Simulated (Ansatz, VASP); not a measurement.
**Se in VASP and in Ansatz**

Contents of INCAR:

```
PREC = Accurate
ENCUT = 520
EDIFF = 1E-6
ISMEAR = -1
SIGMA = 0.1
LREAL = False
LASPH = True
NELM = 80
ALGO = Normal
ISIF = 2
LWAVE = False
LCHARG = False
GGA = B5
ALDAX = 1.0
AGGAX = 1.0
AGGAC = 1.0
ALDAC = 0.0
NBANDS = 9
```

Contents of KPOINTS:

```
regular mesh
0
Gamma
  12 12 12
```

POSCAR

```
Se
1.0
    2.7873209282      0.0000000000      0.0000000000
    0.0000000000      2.7873209282      0.0000000000
    0.0000000000      0.0000000000      2.7873209282
Se
1
Direct
    0.0000000000      0.0000000000      0.0000000000
```

Input for Ansatz:

```yaml
crystal:
  lattice:
    - [2.7873209282, 0.0, 0.0]
    - [0.0, 2.7873209282, 0.0]
    - [0.0, 0.0, 2.7873209282]
  atoms:
    - { symbol: Se, position: [0.0, 0.0, 0.0] }
hamiltonian:
  xc: blyp
  pseudopotentials:
    kind: paw
    azcp:
      Se: "pseudopotentials/Se.paw.azcp"
basis:
  ecutwfc: 420
  fft_grid_basis: typed
kpoints:
  mp_grid: { grid: [12, 12, 12], shift: [0, 0, 0] }
magnetization:
  spin_polarized: false
scf:
  occupations: { method: fermi_dirac, width: 0.1 }
  lower_state_search: "off"
output:
  stress: true
  write_density: true
  write_potential: true
  elf: true
  volumetric_format: npy
```

Alike in both runs: task single point; functional BLYP; k mesh 12 × 12 × 12; occupations fermi-dirac, width 0.1 eV; no spin polarisation.

|  | VASP | Ansatz |
| --- | --- | --- |
| version | VASP 6.6.1 | Ansatz 0.2.0 |
| potentials or method | VASP PAW PBE potentials, release 64 (Se) | plane waves (420 eV) with PAW, scalar-relativistic |
| plane-wave cutoff (eV) | 520 | 420 |
| valence electrons in the cell | 6 | 16 |

```csv
,VASP,Ansatz,Ansatz less VASP
pressure (GPa),10.1,9.8,-0.28
```

The two sets of potentials don't hold the same shells in valence.

Caveats: the PAW data sets were made with another functional, which shifts forces and pressure a little (VASP).
